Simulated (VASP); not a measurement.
# CsSnI3 (Pm-3m) in VASP: equation of state

Aim: energy against volume of CsSnI3 in PBEsol, for its equilibrium volume and stiffness.

All numbers are computed with VASP 6.6.1; they aren't measurements. Logs are shortened: lines on timing, memory, paths and dates and some standing lists are left out, and cuts for length are marked.

**1. The structure**

It takes space group Pm-3m (No. 221, cubic). The conventional cell has a = 6.206 Å, b = 6.206 Å, c = 6.206 Å, α = 90.00°, β = 90.00°, γ = 90.00°. Cs (site symmetry m-3m) is surrounded by 12 I at 4.39 Å. Around I (site symmetry 4/mmm) lie 2 Sn at 3.10 Å. Around Sn (site symmetry m-3m) lie 6 I at 3.10 Å.

**2. Equation of state, PBEsol, 44.93 Å³/atom (volume scaled by 0.94)**

INCAR reads:

```
PREC = Accurate ; ENCUT = 520
EDIFF = 1E-7 ; ISMEAR = -1
SIGMA = 0.05 ; LREAL = False
LASPH = True ; NELM = 80
ALGO = Normal ; ISIF = 2
LWAVE = False ; LCHARG = False
GGA = PS ; NBANDS = 30
KPAR = 2
```

KPOINTS reads:

```
Automatic mesh
0
Gamma
  5 5 5
```

POSCAR reads:

```
CsSnI3
1.0
    6.0790175149      0.0000000000      0.0000000000
    0.0000000000      6.0790175149      0.0000000000
    0.0000000000      0.0000000000      6.0790175149
Cs I Sn
1 3 1
Direct
    0.0000000000      0.0000000000      0.0000000000
    0.5000000000      0.5000000000      0.0000000000
    0.5000000000      0.0000000000      0.5000000000
    0.0000000000      0.5000000000      0.5000000000
    0.5000000000      0.5000000000      0.5000000000
```

Potentials or basis: VASP PAW PBE potentials, release 64 (Cs_sv, I, Sn_d).

Command:

```
cat potpaw_PBE.64/Cs_sv/POTCAR potpaw_PBE.64/I/POTCAR potpaw_PBE.64/Sn_d/POTCAR > POTCAR
mpirun -np 2 vasp_std > vasp.out
```

OUTCAR:

```text
PREC = Accurate
   ENCUT = 520
   EDIFF = 1E-7
   ISMEAR = -1
   LREAL = False
   LASPH = True
   NELM = 80
   ISIF = 2
   GGA = PS

 Found     10 irreducible k-points:

 Following reciprocal coordinates:
            Coordinates               Weight
  0.000000  0.000000  0.000000      1.000000
  0.200000  0.000000  0.000000      6.000000
  0.400000  0.000000  0.000000      6.000000
  0.200000  0.200000  0.000000     12.000000
  0.400000  0.200000  0.000000     24.000000
  0.400000  0.400000  0.000000     12.000000
   k-points           NKPTS =     10   k-points in BZ     NKDIM =     10   number of bands    NBANDS=     30
   number of dos      NEDOS =    301   number of ions     NIONS =      5
   total plane-waves  NPLWV = 110592
   dimension x,y,z NGX =    48 NGY =   48 NGZ =   48
   dimension x,y,z NGXF=    96 NGYF=   96 NGZF=   96
   ions per type =               1   3   1
   NGX,Y,Z   is equivalent  to a cutoff of  13.13, 13.13, 13.13 a.u.
   NGXF,Y,Z  is equivalent  to a cutoff of  26.25, 26.25, 26.25 a.u.
 SYSTEM =  unknown system
   PREC   = accura    normal or accurate (medium, high low for compatibility)
   ISTART =      0    job   : 0-new  1-cont  2-samecut
   ICHARG =      2    charge: 1-file 2-atom 10-const
   ISPIN  =      1    spin polarized calculation?
   LNONCOLLINEAR =      F non collinear calculations
   LSORBIT =      F    spin-orbit coupling
   LASPH  =      T    aspherical Exc in radial PAW
   ENCUT  =  520.0 eV  38.22 Ry    6.18 a.u.  11.30 11.30 11.30*2*pi/ulx,y,z
   NELM   =     80;   NELMIN=  2; NELMDL= -5     # of ELM steps
   EDIFF  = 0.1E-06   stopping-criterion for ELM
   LREAL  =      F    real-space projection
   EDIFFG = 0.1E-05   stopping-criterion for IOM
   NSW    =      0    number of steps for IOM
   IBRION =     -1    ionic relax: 0-MD 1-quasi-New 2-CG
   NFREE  =      0    steps in history (QN), initial steepest desc. (CG)
   ISIF   =      2    stress and relaxation
   ISYM   =      2    0-nonsym 1-usesym 2-fastsym
   POTIM  = 0.5000    time-step for ionic-motion
   TEBEG  =    0.0;   TEEND  =   0.0 temperature during run
   PSTRESS=    0.0 pullay stress
   NELECT =      44.0000    total number of electrons
   NUPDOWN=      -1.0000    fix difference up-down
   EMIN   =  10.00;   EMAX   =-10.00  energy-range for DOS
   EFERMI =   0.00;   METHOD = LEGACY
   ISMEAR =    -1;   SIGMA  =   0.05  broadening in eV -4-tet -1-fermi 0-gaus
   EFERMI_NEDOS =   21; number of points for ismear=-14 and -15
   IALGO  =     38    algorithm
   IMIX   =      4    mixing-type and parameters
     AMIX     =   0.40;   BMIX     =  1.00
     AMIX_MAG =   1.60;   BMIX_MAG =  1.00
  volume/ion in A,a.u.               =      44.93       303.20
  Fermi-wavevector in a.u.,A,eV,Ry     =   0.950734  1.796627 12.298238  0.903895
  Thomas-Fermi vector in A             =   2.079138
   LORBIT       =      0    0 simple, 1 ext, 2 COOP (PROOUT), +10 PAW based schemes
   GGA     = PS    functional components
   LHFCALC =     F    Hartree Fock is set to
   AEXX    =    0.0000 exact exchange contribution
   IVDW    =     0    specifies the selected vdW correction
   LEPSILON=     F    determine dielectric tensor
   LRPA    =     F    only Hartree local field effects (RPA)
 non-spin polarized calculation
  energy-cutoff  :      520.00
  volume of cell :      224.65
 maximum number of plane-waves:      6060
 NGX is ok and might be reduce to    48

 number of electron      44.0000021 magnetization

 Free energy of the ion-electron system (eV)
  ---------------------------------------------------
  ext. energy  EPLUGINS =         0.00000000
  ---------------------------------------------------
  free energy    TOTEN  =       -15.12167542 eV

  energy without entropy =      -15.12167540  energy(sigma->0) =      -15.12167541

 E-fermi :   3.2835     XC(G=0):  -7.9545

 val. band max:        2.4672984853   @ k =   0.4000   0.4000   0.4000
 cond. band min:       4.1346076573   @ k =   0.4000   0.4000   0.4000
 fundamental gap:      1.6673091720
 Fermi energy:         3.2835450596

 k-point     1 :       0.0000    0.0000    0.0000
  band No.  band energies     occupation
      1     -18.9870      2.00000
      2     -18.6380      2.00000
      3     -18.6380      2.00000
      4     -18.6063      2.00000
      5     -18.6063      2.00000
      6     -18.6063      2.00000
      7     -10.3125      2.00000
      8      -9.4494      2.00000
      9      -9.4494      2.00000
     10      -5.7755      2.00000
     11      -5.7755      2.00000
     12      -5.7755      2.00000
     13      -2.8753      2.00000
     14      -1.7652      2.00000
     15      -1.7652      2.00000
     16      -1.7652      2.00000
     17       0.7999      2.00000
     18       0.7999      2.00000
     19       0.7999      2.00000
     20       1.0003      2.00000
     21       1.0003      2.00000
     22       1.0003      2.00000
     23       5.3146      0.00000
     24       6.1513      0.00000
     25       6.1513      0.00000
     26       6.4827      0.00000
     27       6.4827      0.00000
     28       6.4827      0.00000
     29       8.3402      0.00000
     30       8.3402      0.00000

 k-point     2 :       0.2000    0.0000    0.0000
  band No.  band energies     occupation
      1     -18.9868      2.00000
      2     -18.6380      2.00000
      3     -18.6372      2.00000
      4     -18.6064      2.00000
      5     -18.6064      2.00000
      6     -18.6063      2.00000
      7     -10.2541      2.00000
      8      -9.5262      2.00000
      9      -9.4480      2.00000
     10      -5.7717      2.00000
     11      -5.7717      2.00000
     12      -5.7649      2.00000
     13      -3.4271      2.00000
     14      -1.7260      2.00000
     15      -1.7260      2.00000
     16      -0.8910      2.00000
     17       0.7177      2.00000
     18       0.7177      2.00000
     19       0.7266      2.00000
     20       0.9312      2.00000
     21       0.9312      2.00000
     22       0.9793      2.00000
     23       5.7508      0.00000
     24       6.3898      0.00000
     25       6.5180      0.00000
     26       6.6238      0.00000
     27       6.8753      0.00000
     28       6.8753      0.00000
     29       6.9211      0.00000
     30       8.1966      0.00000

 k-point     3 :       0.4000    0.0000    0.0000
  band No.  band energies     occupation
      1     -18.9864      2.00000
      2     -18.6380      2.00000
      3     -18.6358      2.00000
      4     -18.6065      2.00000
      5     -18.6065      2.00000
      6     -18.6063      2.00000
      7     -10.1193      2.00000
      8      -9.6907      2.00000
      9      -9.4457      2.00000
     10      -5.7657      2.00000
     11      -5.7657      2.00000
     12      -5.7505      2.00000
     13      -3.8732      2.00000
     14      -1.6570      2.00000
     15      -1.6570      2.00000
     16      -0.0921      2.00000
     17       0.5550      2.00000
     18       0.5550      2.00000
     19       0.6165      2.00000
     20       0.8551      2.00000
     21       0.8551      2.00000
     22       1.5085      2.00000
     23       4.8413      0.00000
     24       6.7162      0.00000
     25       6.9715      0.00000
     26       7.0404      0.00000
     27       7.2802      0.00000
     28       7.7087      0.00000
     29       7.7422      0.00000
     30       7.7422      0.00000

 k-point     4 :       0.2000    0.2000    0.0000
  band No.  band energies     occupation
      1     -18.9866      2.00000
      2     -18.6376      2.00000
      3     -18.6367      2.00000
      4     -18.6065      2.00000
      5     -18.6064      2.00000
      6     -18.6064      2.00000
      7     -10.1964      2.00000
      8      -9.5528      2.00000
      9      -9.4895      2.00000
     10      -5.7724      2.00000
     11      -5.7683      2.00000
     12      -5.7590      2.00000
     13      -3.8400      2.00000
     14      -1.6813      2.00000
     15      -1.2073      2.00000
     16      -0.6596      2.00000
     17       0.4113      2.00000
     18       0.6628      2.00000
     19       0.8236      2.00000
     20       0.8291      2.00000
     21       0.9721      2.00000
     22       1.0730      2.00000
     23       6.0799      0.00000
     24       6.5564      0.00000
     25       6.6342      0.00000
     26       6.7688      0.00000
     27       6.8738      0.00000
     28       6.9379      0.00000
     29       7.0478      0.00000
     30       7.5606      0.00000

 k-point     5 :       0.4000    0.2000    0.0000
  band No.  band energies     occupation
      1     -18.9862      2.00000
      2     -18.6374      2.00000
      3     -18.6355      2.00000
      4     -18.6066      2.00000
      5     -18.6065      2.00000
      6     -18.6064      2.00000
      7     -10.0609      2.00000
      8      -9.6919      2.00000
      9      -9.5029      2.00000
     10      -5.7682      2.00000
     11      -5.7627      2.00000
     12      -5.7565      2.00000
     13      -4.2457      2.00000
     14      -1.6016      2.00000
     15      -0.9594      2.00000
     16      -0.2107      2.00000
     17       0.3318      2.00000
     18       0.5232      2.00000
     19       0.7182      2.00000
     20       0.8093      2.00000
     21       1.0405      2.00000
     22       1.6155      2.00000
     23       4.7613      0.00000
     24       6.5863      0.00000
     25       6.9260      0.00000
     26       7.1408      0.00000
     27       7.2816      0.00000
     28       7.3855      0.00000
     29       7.6380      0.00000
     30       7.9471      0.00000

 k-point     6 :       0.4000    0.4000    0.0000
  band No.  band energies     occupation
      1     -18.9859      2.00000
      2     -18.6369      2.00000
      3     -18.6347      2.00000
      4     -18.6067      2.00000
      5     -18.6065      2.00000
      6     -18.6065      2.00000
      7      -9.9156      2.00000
      8      -9.7074      2.00000
      9      -9.6335      2.00000
     10      -5.7709      2.00000
     11      -5.7667      2.00000
     12      -5.7579      2.00000
     13      -4.6489      2.00000
     14      -1.5002      2.00000
     15      -0.4021      2.00000
     16       0.0306      2.00000
     17       0.3289      2.00000
     18       0.4664      2.00000
     19       0.5006      2.00000
     20       0.7367      2.00000
     21       1.3690      2.00000
     22       2.1395      2.00000
     23       4.5085      0.00000
     24       4.6989      0.00000
     25       7.2571      0.00000
     26       7.4486      0.00000
     27       7.6675      0.00000
     28       7.8125      0.00000
     29       8.0333      0.00000
     30       8.0636      0.00000

 [... further k-points ...]

------------------------ aborting loop because EDIFF is reached ----------------------------------------

  FORCE on cell =-STRESS in cart. coord.  units (eV):
  Direction    XX          YY          ZZ          XY          YZ          ZX
  --------------------------------------------------------------------------------------
  -------------------------------------------------------------------------------------
  Total        0.5340673      0.5340673      0.5340673      0.0000000      0.0000000     -0.0000000
  in kB        3.8089601      3.8089601      3.8089601      0.0000000      0.0000000     -0.0000000
  external PRESSURE =       3.8089601 kB  Pullay stress =       0.0000000 kB

 VOLUME and BASIS-vectors are now :
 -----------------------------------------------------------------------------
  energy-cutoff  :      520.00
  volume of cell :      224.65
      direct lattice vectors                 reciprocal lattice vectors
     6.079017515  0.000000000  0.000000000     0.164500266  0.000000000  0.000000000
     0.000000000  6.079017515  0.000000000     0.000000000  0.164500266  0.000000000
     0.000000000  0.000000000  6.079017515     0.000000000  0.000000000  0.164500266

 POSITION                                       TOTAL-FORCE (eV/Angst)
 -----------------------------------------------------------------------------------
      0.00000      0.00000      0.00000         0.000000      0.000000      0.000000
      3.03951      3.03951      0.00000         0.000000      0.000000      0.000000
      3.03951      0.00000      3.03951         0.000000      0.000000      0.000000
      0.00000      3.03951      3.03951         0.000000      0.000000      0.000000
      3.03951      3.03951      3.03951         0.000000      0.000000      0.000000
 -----------------------------------------------------------------------------------
    total drift:                                0.000000     -0.000000     -0.000000

  FREE ENERGIE OF THE ION-ELECTRON SYSTEM (eV)
  ---------------------------------------------------
  free  energy   TOTEN  =       -15.1216754154 eV

  energy  without entropy=      -15.1216753968  energy(sigma->0) =      -15.12167541
```

It took 31 s on 2 MPI ranks of Intel Xeon Platinum 8488C (Sapphire Rapids), shared host; peak memory 0.34 GiB.

Results:

* Free energy: -15.1217 eV
* Pressure: 0.4 GPa
* Band gap on the k mesh: 1.67 eV, direct

Caveat: the PAW data sets were made with another functional, which shifts forces and pressure a little; spin-orbit coupling is left out, which moves the levels of the heavy elements; an odd mesh through Γ misses points on the zone boundary, where band edges often lie.

**3. Equation of state, PBEsol, 45.89 Å³/atom (volume scaled by 0.96)**

INCAR is that of step 2.

KPOINTS is that of step 2.

POSCAR, as its differences from that of step 2:

```diff
@@ -2,5 +2,5 @@
 1.0
-    6.0790175149      0.0000000000      0.0000000000
-    0.0000000000      6.0790175149      0.0000000000
-    0.0000000000      0.0000000000      6.0790175149
+    6.1218289079      0.0000000000      0.0000000000
+    0.0000000000      6.1218289079      0.0000000000
+    0.0000000000      0.0000000000      6.1218289079
 Cs I Sn
```

Potentials or basis: VASP PAW PBE potentials, release 64 (Cs_sv, I, Sn_d).

Command:

```
cat potpaw_PBE.64/Cs_sv/POTCAR potpaw_PBE.64/I/POTCAR potpaw_PBE.64/Sn_d/POTCAR > POTCAR
mpirun -np 2 vasp_std > vasp.out
```

Wall time 32 s (2 MPI ranks of Intel Xeon Platinum 8488C (Sapphire Rapids), shared host); peak memory 0.34 GiB.

It converged, with:

| Quantity | Value |
| --- | --- |
| Free energy | -15.1274 eV |
| Pressure | 0.0 GPa |
| Band gap on the k mesh | 1.69 eV, direct |

Caveat: the PAW data sets were made with another functional, which shifts forces and pressure a little; spin-orbit coupling is left out, which moves the levels of the heavy elements; an odd mesh through Γ misses points on the zone boundary, where band edges often lie.

**4. Equation of state, PBEsol, 46.84 Å³/atom (volume scaled by 0.98)**

INCAR is that of step 3.

KPOINTS is that of step 3.

POSCAR, as its differences from that of step 3:

```diff
@@ -2,5 +2,5 @@
 1.0
-    6.1218289079      0.0000000000      0.0000000000
-    0.0000000000      6.1218289079      0.0000000000
-    0.0000000000      0.0000000000      6.1218289079
+    6.1640497518      0.0000000000      0.0000000000
+    0.0000000000      6.1640497518      0.0000000000
+    0.0000000000      0.0000000000      6.1640497518
 Cs I Sn
```

Command:

```
cat potpaw_PBE.64/Cs_sv/POTCAR potpaw_PBE.64/I/POTCAR potpaw_PBE.64/Sn_d/POTCAR > POTCAR
mpirun -np 2 vasp_std > vasp.out
```

Wall time 30 s (2 MPI ranks of Intel Xeon Platinum 8488C (Sapphire Rapids), shared host); peak memory 0.34 GiB.

The run converged. Its results:

```
Free energy            : -15.1218 eV
Pressure               : -0.4 GPa
Band gap on the k mesh : 1.70 eV, direct
```

Caveat: the PAW data sets were made with another functional, which shifts forces and pressure a little; spin-orbit coupling is left out, which moves the levels of the heavy elements; an odd mesh through Γ misses points on the zone boundary, where band edges often lie.

**5. Equation of state, PBEsol, 48.75 Å³/atom (volume scaled by 1.02)**

INCAR is that of step 4.

KPOINTS is that of step 4.

POSCAR, as its differences from that of step 4:

```diff
@@ -2,5 +2,5 @@
 1.0
-    6.1640497518      0.0000000000      0.0000000000
-    0.0000000000      6.1640497518      0.0000000000
-    0.0000000000      0.0000000000      6.1640497518
+    6.2467985487      0.0000000000      0.0000000000
+    0.0000000000      6.2467985487      0.0000000000
+    0.0000000000      0.0000000000      6.2467985487
 Cs I Sn
```

Command:

```
cat potpaw_PBE.64/Cs_sv/POTCAR potpaw_PBE.64/I/POTCAR potpaw_PBE.64/Sn_d/POTCAR > POTCAR
mpirun -np 2 vasp_std > vasp.out
```

Run time: 30 s. Hardware: 2 MPI ranks of Intel Xeon Platinum 8488C (Sapphire Rapids), shared host; peak memory 0.34 GiB.

Results (log left out):

```yaml
Free_energy: -15.0818 eV
Pressure: -1.0 GPa
Band_gap_on_the_k_mesh: 1.74 eV, direct
```

Caveat: the PAW data sets were made with another functional, which shifts forces and pressure a little; spin-orbit coupling is left out, which moves the levels of the heavy elements; an odd mesh through Γ misses points on the zone boundary, where band edges often lie.

**6. Equation of state, PBEsol, 49.71 Å³/atom (volume scaled by 1.04)**

INCAR is that of step 5.

KPOINTS is that of step 5.

POSCAR, as its differences from that of step 5:

```diff
@@ -2,5 +2,5 @@
 1.0
-    6.2467985487      0.0000000000      0.0000000000
-    0.0000000000      6.2467985487      0.0000000000
-    0.0000000000      0.0000000000      6.2467985487
+    6.2873633123      0.0000000000      0.0000000000
+    0.0000000000      6.2873633123      0.0000000000
+    0.0000000000      0.0000000000      6.2873633123
 Cs I Sn
```

Potentials or basis: VASP PAW PBE potentials, release 64 (Cs_sv, I, Sn_d).

Command:

```
cat potpaw_PBE.64/Cs_sv/POTCAR potpaw_PBE.64/I/POTCAR potpaw_PBE.64/Sn_d/POTCAR > POTCAR
mpirun -np 2 vasp_std > vasp.out
```

It took 35 s on 2 MPI ranks of Intel Xeon Platinum 8488C (Sapphire Rapids), shared host; peak memory 0.34 GiB.

The run converged. Its results:

- Free energy: -15.0495 eV
- Pressure: -1.2 GPa
- Band gap on the k mesh: 1.76 eV, direct

Caveat: the PAW data sets were made with another functional, which shifts forces and pressure a little; spin-orbit coupling is left out, which moves the levels of the heavy elements; an odd mesh through Γ misses points on the zone boundary, where band edges often lie.

[end of part 1 of 2]
